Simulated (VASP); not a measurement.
# BaTiO3 (R3m) in VASP: a series of runs

One crystal, BaTiO3, is run at these levels: LDA, PBEsol; tasks: relaxation of shape and atoms at fixed volume, relaxation of cell and atoms.

Program: VASP 6.6.1. These are calculated values, not measurements. Logs are shortened: lines on timing, memory, paths and dates and some standing lists are left out, and cuts for length are marked.

### Step 1. Starting point

Symmetry: R3m, No. 160, trigonal system. Conventional cell: a = 5.655 Å, b = 5.655 Å, c = 6.955 Å, α = 90.00°, β = 90.00°, γ = 120.00°. Around Ba (site symmetry 3m) lie 12 O at 2.79 to 2.89 Å. Around Ti (site symmetry 3m) lie 6 O at 1.87 to 2.14 Å. Around O (site symmetry m) lie 2 Ti at 1.87 to 2.14 Å.

### Step 2. Relaxation of shape and atoms at fixed volume, LDA (a relaxed cell with its volume scaled by 1.06)

Contents of INCAR:

```
  PREC = Accurate
  ENCUT = 600
  EDIFF = 1E-7
  ISMEAR = 0
  SIGMA = 0.03
  LREAL = F
  LASPH = T
  NELM = 80
  ALGO = Normal
  ISIF = 4
  LWAVE = F
  LCHARG = F
  IBRION = 2
  NSW = 40
  EDIFFG = -0.01
  KPAR = 2
```

Contents of KPOINTS:

```
Automatic mesh
0
Gamma
  7 7 7
```

Contents of POSCAR:

```
BaTiO3                                  
1.0
    2.8539482129      1.6477277689      2.3338800181
   -2.8539482129      1.6477277689      2.3338800181
    0.0000000000     -3.2954555379      2.3338800181
  Ba              Ti              O             
     1     1     3
Direct
     0.9996531987002086    0.9996531987002086    0.9996531987002086
     0.4905882828576651    0.4905882828576651    0.4905882828576651
     0.5080924305203212    0.5080924305203212    0.0127736574014818
     0.0127736574014818    0.5080924305203212    0.5080924305203212
     0.5080924305203212    0.0127736574014818    0.5080924305203212
```

Potentials or basis: VASP PAW LDA potentials, release 64 (Ba_sv, Ti_sv, O).

The run is started by

```bash
> cat potpaw_LDA.64/Ba_sv/POTCAR potpaw_LDA.64/Ti_sv/POTCAR potpaw_LDA.64/O/POTCAR > POTCAR
> mpirun -np 2 vasp_std > vasp.out
```

OUTCAR:

```text
PREC = Accurate
   ENCUT = 600
   EDIFF = 1E-7
   ISMEAR = 0
   LREAL = F
   LASPH = T
   NELM = 80
   ISIF = 4
   IBRION = 2
   NSW = 40
   EDIFFG = -0.01

 ion  position               nearest neighbor table
   1  1.000  1.000  1.000-   3 2.81   4 2.81   5 2.81   4 2.85   5 2.85   5 2.85   4 2.85   3 2.85
                             3 2.85   3 2.91   4 2.91   5 2.91   2 3.44   2 3.48   2 3.48   2 3.48
   2  0.491  0.491  0.491-   3 1.93   4 1.93   5 1.93   3 2.11   4 2.11   5 2.11   1 3.44   1 3.48
                             1 3.48   1 3.48   1 3.52   1 3.52   1 3.52   1 3.56
   3  0.508  0.508  0.013-   2 1.93   2 2.11   1 2.81   1 2.85   1 2.85   1 2.91
   4  0.013  0.508  0.508-   2 1.93   2 2.11   1 2.81   1 2.85   1 2.85   1 2.91
   5  0.508  0.013  0.508-   2 1.93   2 2.11   1 2.81   1 2.85   1 2.85   1 2.91

  LATTYP: Found a trigonal (rhomboedric) cell.
 ALAT       =     4.0381955303
 COS(alpha) =     0.0010414125

  Lattice vectors:

 A1 = (   2.8539482129,   1.6477277689,   2.3338800181)
 A2 = (  -2.8539482129,   1.6477277689,   2.3338800181)
 A3 = (   0.0000000000,  -3.2954555379,   2.3338800181)

Analysis of symmetry for initial positions (statically):
=====================================================================
 Subroutine PRICEL returns:
 Original cell was already a primitive cell.

 Routine SETGRP: Setting up the symmetry group for a
 trigonal (rhombohedral) supercell.

 Subroutine GETGRP returns: Found  6 space group operations
 (whereof  6 operations were pure point group operations)
 out of a pool of 12 trial point group operations.

The static configuration has the point symmetry C_3v.

Analysis of symmetry for dynamics (positions and initial velocities):
=====================================================================
 Subroutine PRICEL returns:
 Original cell was already a primitive cell.

 Routine SETGRP: Setting up the symmetry group for a
 trigonal (rhombohedral) supercell.

 Subroutine GETGRP returns: Found  6 space group operations
 (whereof  6 operations were pure point group operations)
 out of a pool of 12 trial point group operations.

The dynamic configuration has the point symmetry C_3v.

 Subroutine INISYM returns: Found  6 space group operations
 (whereof  6 operations are pure point group operations),
 and found     1 'primitive' translations

----------------------------------------------------------------------------------------

                                     Primitive cell

  volume of cell :      65.8508

  direct lattice vectors                    reciprocal lattice vectors
     2.853948213  1.647727769  2.333880018     0.175195891  0.101149395  0.142823680
    -2.853948213  1.647727769  2.333880018    -0.175195891  0.101149395  0.142823680
     0.000000000 -3.295455538  2.333880018     0.000000000 -0.202298790  0.142823680

  length of vectors
     4.038195530  4.038195530  4.038195530     0.247635627  0.247635627  0.247635627

  position of ions in fractional coordinates (direct lattice)
     0.999653199  0.999653199  0.999653199
     0.490588283  0.490588283  0.490588283
     0.508092431  0.508092431  0.012773657
     0.012773657  0.508092431  0.508092431
     0.508092431  0.012773657  0.508092431

  ion indices of the primitive-cell ions
   primitive index   ion index
                 1           1
                 2           2
                 3           3
                 4           4
                 5           5

----------------------------------------------------------------------------------------

 KPOINTS: Automatic mesh

Automatic generation of k-mesh.
 Grid dimensions read from file:
 generate k-points for:    7    7    7

 Generating k-lattice:

  Cartesian coordinates                     Fractional coordinates (reciprocal lattice)
     0.025027984  0.014449914  0.020403383     0.142857143 -0.000000000  0.000000000
    -0.025027984  0.014449914  0.020403383    -0.000000000  0.142857143  0.000000000
     0.000000000 -0.028899827  0.020403383     0.000000000  0.000000000  0.142857143

  Length of vectors
     0.035376518  0.035376518  0.035376518

  Shift w.r.t. Gamma in fractional coordinates (k-lattice)
     0.000000000  0.000000000  0.000000000

 Subroutine IBZKPT returns following result:
 ===========================================

 Found     44 irreducible k-points:

 Following reciprocal coordinates:
            Coordinates               Weight
  0.000000  0.000000  0.000000      1.000000
  0.142857  0.000000  0.000000      6.000000
  0.285714  0.000000  0.000000      6.000000
  0.428571  0.000000  0.000000      6.000000
  0.142857  0.142857  0.000000      6.000000
  0.285714  0.142857  0.000000     12.000000
[... 16 lines left out ...]
  0.285714  0.285714  0.142857      6.000000
  0.428571  0.285714  0.142857     12.000000
 [... further k-points ...]
   k-points           NKPTS =     44   k-points in BZ     NKDIM =     44   number of bands    NBANDS=     24
   number of dos      NEDOS =    301   number of ions     NIONS =      5
   total plane-waves  NPLWV =  32768
   dimension x,y,z NGX =    32 NGY =   32 NGZ =   32
   dimension x,y,z NGXF=    64 NGYF=   64 NGZF=   64
   ions per type =               1   1   3
   NGX,Y,Z   is equivalent  to a cutoff of  13.17, 13.17, 13.17 a.u.
   NGXF,Y,Z  is equivalent  to a cutoff of  26.35, 26.35, 26.35 a.u.
 SYSTEM =  unknown system
   PREC   = accura    normal or accurate (medium, high low for compatibility)
   ISTART =      0    job   : 0-new  1-cont  2-samecut
   ICHARG =      2    charge: 1-file 2-atom 10-const
   ISPIN  =      1    spin polarized calculation?
   LNONCOLLINEAR =      F non collinear calculations
   LSORBIT =      F    spin-orbit coupling
   LASPH  =      T    aspherical Exc in radial PAW
   ENCUT  =  600.0 eV  44.10 Ry    6.64 a.u.   8.07  8.07  8.07*2*pi/ulx,y,z
   NELM   =     80;   NELMIN=  2; NELMDL= -5     # of ELM steps
   EDIFF  = 0.1E-06   stopping-criterion for ELM
   LREAL  =      F    real-space projection
   EDIFFG = -.1E-01   stopping-criterion for IOM
   NSW    =     40    number of steps for IOM
   IBRION =      2    ionic relax: 0-MD 1-quasi-New 2-CG
   NFREE  =      1    steps in history (QN), initial steepest desc. (CG)
   ISIF   =      4    stress and relaxation
   ISYM   =      2    0-nonsym 1-usesym 2-fastsym
   POTIM  = 0.5000    time-step for ionic-motion
   TEBEG  =    0.0;   TEEND  =   0.0 temperature during run
   PSTRESS=    0.0 pullay stress
   NELECT =      40.0000    total number of electrons
   NUPDOWN=      -1.0000    fix difference up-down
   EMIN   =  10.00;   EMAX   =-10.00  energy-range for DOS
   EFERMI =   0.00;   METHOD = LEGACY
   ISMEAR =     0;   SIGMA  =   0.03  broadening in eV -4-tet -1-fermi 0-gaus
   EFERMI_NEDOS =   21; number of points for ismear=-14 and -15
   IALGO  =     38    algorithm
   IMIX   =      4    mixing-type and parameters
     AMIX     =   0.40;   BMIX     =  1.00
     AMIX_MAG =   1.60;   BMIX_MAG =  1.00
  volume/ion in A,a.u.               =      13.17        88.88
  Fermi-wavevector in a.u.,A,eV,Ry     =   1.386461  2.620032 26.154134  1.922275
  Thomas-Fermi vector in A             =   2.510775
   LORBIT       =      0    0 simple, 1 ext, 2 COOP (PROOUT), +10 PAW based schemes
   GGA     = CA    functional components
   LHFCALC =     F    Hartree Fock is set to
   AEXX    =    0.0000 exact exchange contribution
   IVDW    =     0    specifies the selected vdW correction
   LEPSILON=     F    determine dielectric tensor
   LRPA    =     F    only Hartree local field effects (RPA)
 conjugate gradient relaxation of ions
 non-spin polarized calculation
 Gauss-broadening in eV      SIGMA  =   0.03
  energy-cutoff  :      600.00
  volume of cell :       65.85
 maximum number of plane-waves:      2236
   NGX = 17   NGY = 17   NGZ = 17

--------------------------------------- Ionic step        1  -------------------------------------------

 number of electron      39.9999993 magnetization

 Free energy of the ion-electron system (eV)
  ---------------------------------------------------
  ext. energy  EPLUGINS =         0.00000000
  ---------------------------------------------------
  free energy    TOTEN  =       -44.06045041 eV

  energy without entropy =      -44.06045041  energy(sigma->0) =      -44.06045041

------------------------ aborting loop because EDIFF is reached ----------------------------------------

  FORCE on cell =-STRESS in cart. coord.  units (eV):
  Direction    XX          YY          ZZ          XY          YZ          ZX
  --------------------------------------------------------------------------------------
  -------------------------------------------------------------------------------------
  Total       -4.0631055     -4.0631055     -3.9258530      0.0000000      0.0000000     -0.0000000
  in kB      -98.8569846    -98.8569846    -95.5175751      0.0000000      0.0000000     -0.0000000
  external PRESSURE =     -97.7438481 kB  Pullay stress =       0.0000000 kB
[... 297 lines left out ...]
  energy  without entropy=      -44.0951429809  energy(sigma->0) =      -44.09514298

--------------------------------------- Ionic step        9  -------------------------------------------

 number of electron      39.9999999 magnetization

 Free energy of the ion-electron system (eV)
  ---------------------------------------------------
  ext. energy  EPLUGINS =         0.00000000
  ---------------------------------------------------
  free energy    TOTEN  =       -44.09514958 eV

  energy without entropy =      -44.09514958  energy(sigma->0) =      -44.09514958

 E-fermi :   3.4241     XC(G=0): -11.5796

 val. band max:        3.1818025971   @ k =   0.4286   0.4286   0.4286
 cond. band min:       5.6843053750   @ k =   0.0000   0.0000   0.0000
 fundamental gap:      2.5025027779
 Fermi energy:         3.4241250808

 k-point     1 :       0.0000    0.0000    0.0000
  band No.  band energies     occupation
      1     -52.2999      2.00000
      2     -28.9612      2.00000
      3     -28.9612      2.00000
      4     -28.9523      2.00000
      5     -21.4578      2.00000
      6     -13.1979      2.00000
[... 637 lines left out ...]
     23       7.1276      0.00000
     24       8.7364      0.00000

 [... further k-points ...]

------------------------ aborting loop because EDIFF is reached ----------------------------------------

  FORCE on cell =-STRESS in cart. coord.  units (eV):
  Direction    XX          YY          ZZ          XY          YZ          ZX
  --------------------------------------------------------------------------------------
  -------------------------------------------------------------------------------------
  Total       -2.7779992     -2.7779992     -2.8285112      0.0000000      0.0000000     -0.0000000
  in kB      -67.5898340    -67.5898340    -68.8188113      0.0000000      0.0000000     -0.0000000
  external PRESSURE =     -67.9994931 kB  Pullay stress =       0.0000000 kB
[... 20 lines left out ...]
  FREE ENERGIE OF THE ION-ELECTRON SYSTEM (eV)
  ---------------------------------------------------
  free  energy   TOTEN  =       -44.0951495843 eV

  energy  without entropy=      -44.0951495843  energy(sigma->0) =      -44.09514958

 reached required accuracy - stopping structural energy minimisation
```

Run time: 2.3 min. Hardware: 2 MPI ranks of Intel Xeon Platinum 8375C at 2.90GHz (Ice Lake), shared host; peak memory 0.21 GiB.

Results:

* Free energy: -44.0951 eV
* Energy gained by relaxing: 6.9 meV/atom
* Ionic steps: 9
* Pressure after relaxing: -6.8 GPa
* Largest force after relaxing: 0.009 eV/Å
* Band gap on the k mesh: 2.50 eV, indirect (least direct gap 2.93 eV)

Forces on the atoms (eV/Å):
```
Ba   0.000  0.000 -0.007
Ti   0.000  0.000 -0.009
O    0.000  0.002  0.006
O   -0.001 -0.001  0.006
O    0.001 -0.001  0.006
```

Stress tensor (GPa, compression positive):
```
-6.76  0.00  0.00
 0.00 -6.76  0.00
 0.00  0.00 -6.88
```

Step by step:
| step | energy change (eV) | largest force (eV/Å) | pressure (GPa) |
| --- | --- | --- | --- |
| 1 | 0.0000 | 0.3924 | -9.77 |
| 2 | -0.0175 | 0.3612 | -8.88 |
| 3 | -0.0293 | 0.1467 | -7.06 |
| 4 | -0.0328 | 0.1023 | -6.65 |
| 5 | -0.0330 | 0.1037 | -6.51 |
| 6 | -0.0345 | 0.0437 | -6.86 |
| 7 | -0.0345 | 0.0368 | -6.89 |
| 8 | -0.0347 | 0.0130 | -6.82 |
| 9 | -0.0347 | 0.0094 | -6.80 |

Final structure:
```xyz
5
Lattice="2.8491 1.6449 2.3419 -2.8491 1.6449 2.3419 0.0000 -3.2898 2.3419" Properties=species:S:1:pos:R:3 pbc="T T T"
Ba    0.0000    0.0000    6.9954
Ti    0.0000    0.0000    3.3866
O     0.0000    1.6094    2.4390
O    -1.3938   -0.8047    2.4390
O     1.3938   -0.8047    2.4390
```

Levels at points of the mesh, in eV from the valence-band top:
| k point | band 16 | band 17 | band 18 | band 19 | band 20 | band 21 | band 22 | band 23 | band 24 |
| --- | --- | --- | --- | --- | --- | --- | --- | --- | --- |
| (0.00, 0.00, 0.00) | -1.31 | -0.98 | -0.60 | -0.43 | -0.43 | 2.50 | 2.50 | 2.68 | 4.58 |

Caveat: spin-orbit coupling is left out, which moves the levels of the heavy elements; an odd mesh through Γ misses points on the zone boundary, where band edges often lie.

### Step 3. Relaxation of cell and atoms, PBEsol

Contents of INCAR:

```
SYSTEM = BaTiO3
ALGO = Normal
EDIFF = 1E-6
EDIFFG = -0.01
ENCUT = 600
GGA = PS
IBRION = 2
ISIF = 3
ISMEAR = 0
KPAR = 2
LASPH = .True.
LCHARG = .False.
LREAL = .False.
LWAVE = .False.
NELM = 80
NSW = 90
PREC = Accurate
SIGMA = 0.03
```

Contents of KPOINTS:

```
k-points
0
Gamma
  7 7 7
  0 0 0
```

Contents of POSCAR:

```
BaTiO3
1.0
    2.8273666084      1.6323808724      2.3183934932
   -2.8273666084      1.6323808724      2.3183934932
    0.0000000000     -3.2647617449      2.3183934932
Ba Ti O
1 1 3
Direct
    0.0000000000      0.0000000000      0.0000000000
    0.4845000000      0.4845000000      0.4845000000
    0.5086000000      0.5086000000      0.0175000000
    0.0175000000      0.5086000000      0.5086000000
    0.5086000000      0.0175000000      0.5086000000
```

Potentials or basis: VASP PAW PBE potentials, release 64 (Ba_sv, Ti_sv, O).

The run is started by

```bash
> cat potpaw_PBE.64/Ba_sv/POTCAR potpaw_PBE.64/Ti_sv/POTCAR potpaw_PBE.64/O/POTCAR > POTCAR
> mpirun -np 2 vasp_std > vasp.out
```

Run time: 69 s. Hardware: 2 MPI ranks of Intel Xeon Platinum 8488C (Sapphire Rapids), shared host; peak memory 0.24 GiB.

It converged, with:

```
Free energy                            : -42.0147 eV
Relaxed volume                         : 12.83 Å³/atom
Relaxed cell                           : a = 4.003 Å, b = 4.003 Å, c = 4.003 Å, α = 89.87°, β = 89.87°, γ = 89.87°
Space group after relaxing (to 0.05 Å) : R3m (No. 160)
Energy gained by relaxing              : 0.5 meV/atom
Ionic steps                            : 5
Pressure after relaxing                : 0.0 GPa
Largest force after relaxing           : 0.010 eV/Å
Band gap on the k mesh                 : 2.33 eV, indirect (least direct gap 2.64 eV)
```

Forces in eV/Å, atoms in the order of the input:
```
Ba   0.000  0.000 -0.010
Ti   0.000  0.000  0.004
O    0.000 -0.009  0.002
O    0.008  0.005  0.002
O   -0.008  0.005  0.002
```

The path:
| step | energy change (eV) | largest force (eV/Å) | pressure (GPa) | volume (Å³) |
| --- | --- | --- | --- | --- |
| 1 | 0.0000 | 0.1371 | 0.47 | 64.20 |
| 2 | -0.0011 | 0.0700 | -0.84 | 64.55 |
| 3 | -0.0013 | 0.0871 | -0.45 | 64.44 |
| 4 | -0.0022 | 0.0327 | -0.12 | 64.24 |
| 5 | -0.0023 | 0.0099 | 0.04 | 64.16 |

Final structure:
```yaml
crystal:
  lattice:
    - [2.82762, 1.63253, 2.31665]
    - [-2.82762, 1.63253, 2.31665]
    - [0.00000, -3.26506, 2.31665]
  atoms:
    - { symbol: Ba, position: [0.99817, 0.99817, 0.99817] }
    - { symbol: Ti, position: [0.48597, 0.48597, 0.48597] }
    - { symbol: O, position: [0.50935, 0.50935, 0.01635] }
    - { symbol: O, position: [0.01635, 0.50935, 0.50935] }
    - { symbol: O, position: [0.50935, 0.01635, 0.50935] }
```

Levels at points of the mesh, in eV from the valence-band top:
```
           k point  band 17  band 18  band 19  band 20  band 21  band 22  band 23  band 24
(0.00, 0.00, 0.00)    -1.03    -0.44    -0.31    -0.31     2.33     2.33     2.47     4.50
```

Caveat: the PAW data sets were made with another functional, which shifts forces and pressure a little; spin-orbit coupling is left out, which moves the levels of the heavy elements; an odd mesh through Γ misses points on the zone boundary, where band edges often lie.

### Step 4. Relaxation of cell and atoms, PBEsol

Edit INCAR of step 3 so:

```diff
@@ -2,4 +2,4 @@
 ALGO = Normal
-EDIFF = 1E-6
-EDIFFG = -0.01
+EDIFF = 1E-7
+EDIFFG = -0.005
 ENCUT = 600
```

KPOINTS is that of step 3.

Contents of POSCAR:

```
BaTiO3                                  
1.0
    2.8276207789      1.6325276178      2.3166465961
   -2.8276207789      1.6325276178      2.3166465961
    0.0000000000     -3.2650552358      2.3166465961
  Ba              Ti              O             
     1     1     3
Direct
     0.9981727008882832    0.9981727008882832    0.9981727008882832
     0.4859709633038062    0.4859709633038062    0.4859709633038062
     0.5093510632677866    0.5093510632677866    0.0163542092723353
     0.0163542092723353    0.5093510632677866    0.5093510632677866
     0.5093510632677866    0.0163542092723353    0.5093510632677866
```

The run is started by

```bash
> cat potpaw_PBE.64/Ba_sv/POTCAR potpaw_PBE.64/Ti_sv/POTCAR potpaw_PBE.64/O/POTCAR > POTCAR
> mpirun -np 2 vasp_std > vasp.out
```

Run time: 49 s. Hardware: 2 MPI ranks of Intel Xeon Platinum 8488C (Sapphire Rapids), shared host; peak memory 0.23 GiB.

It converged, with:

- Free energy: -42.0146 eV
- Relaxed volume: 12.84 Å³/atom
- Relaxed cell: a = 4.004 Å, b = 4.004 Å, c = 4.004 Å, α = 89.85°, β = 89.85°, γ = 89.85°
- Space group after relaxing (to 0.05 Å): R3m (No. 160)
- Energy gained by relaxing: 0.0 meV/atom
- Ionic steps: 4
- Pressure after relaxing: 0.0 GPa
- Largest force after relaxing: 0.005 eV/Å
- Band gap on the k mesh: 2.33 eV, indirect (least direct gap 2.65 eV)

Forces on the atoms (eV/Å):
```
Ba   0.000  0.000 -0.003
Ti   0.000  0.000 -0.002
O    0.000  0.004  0.002
O   -0.004 -0.002  0.002
O    0.004 -0.002  0.002
```

Final structure:
```xyz
5
Lattice="2.8276 1.6325 2.3176 -2.8276 1.6325 2.3176 0.0000 -3.2651 2.3176" Properties=species:S:1:pos:R:3 pbc="T T T"
Ba    0.0000    0.0000    6.9392
Ti    0.0000    0.0000    3.3789
O     0.0000    1.6087    2.3992
O    -1.3932   -0.8043    2.3992
O     1.3932   -0.8043    2.3992
```

Levels at points of the mesh, in eV from the valence-band top:
| k point | band 18 | band 19 | band 20 | band 21 | band 22 | band 23 |
| --- | --- | --- | --- | --- | --- | --- |
| (0.00, 0.00, 0.00) | -0.45 | -0.32 | -0.32 | 2.33 | 2.33 | 2.47 |

Caveat: the PAW data sets were made with another functional, which shifts forces and pressure a little; spin-orbit coupling is left out, which moves the levels of the heavy elements; an odd mesh through Γ misses points on the zone boundary, where band edges often lie.
